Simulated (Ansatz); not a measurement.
The system is Sn.

```
CELL_PARAMETERS angstrom
-1.89465 1.89465 1.89465
1.89465 -1.89465 1.89465
1.89465 1.89465 -1.89465
ATOMIC_POSITIONS crystal
Sn 0.00000 0.00000 0.00000
```

This isn't the form of Sn at room conditions, which is tetragonal (white tin).

Base run:

* Program: Ansatz 0.2.0
* Functional: LDA
* Potentials or basis: Ansatz PAW
* Cutoff: 420 eV (not typed: the program's choice for these potentials)
* k mesh: 7 × 7 × 7
* Occupations: fermi-dirac, width 0.05 eV
* Spin: spin-orbit coupling, no magnetisation

Its results: band gap on the k mesh none (metal or under the smearing width); pressure -3.2 GPa.

Task: The run is repeated on the same cell with these changes: functional from LDA to PBEsol. What comes out?

Result: Band gap on the k mesh none (metal or under the smearing width); pressure -1.8 GPa.

PBEsol binds less tightly than LDA, so the same cell stands under more pressure.

Caveats: the PAW data sets come from PBE, with cores solved anew for the run's functional, which leaves a small shift of forces and pressure.
